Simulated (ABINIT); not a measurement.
Bi:

```
CELL_PARAMETERS angstrom
2.26750 1.30914 3.93800
-2.26750 1.30914 3.93800
0.00000 -2.61828 3.93800
ATOMIC_POSITIONS crystal
Bi 0.76600 0.76600 0.76600
Bi 0.23400 0.23400 0.23400
```

Base run:

* Program: ABINIT 10.8.3 (patched build)
* Functional: RPBE
* Potentials or basis: JTH PAW PBE v2.0
* Cutoff: 707 eV
* k mesh: 7 × 7 × 7
* Occupations: fermi-dirac, width 0.05 eV
* Spin: no spin polarisation

Its results: pressure 3.0 GPa; largest force 0.237 eV/Å.

Problem. After a change of settings the same cell gave: pressure -0.8 GPa; largest force 0.138 eV/Å. Which change was it?
A. functional from RPBE to PBE
B. functional from RPBE to PBEsol
C. functional from RPBE to r2SCAN
D. functional from RPBE to BLYP

Solution. B.

PBEsol binds more tightly than RPBE, so the same cell stands under less pressure.

Caveats: the PAW data sets were made with another functional, which shifts forces and pressure a little.
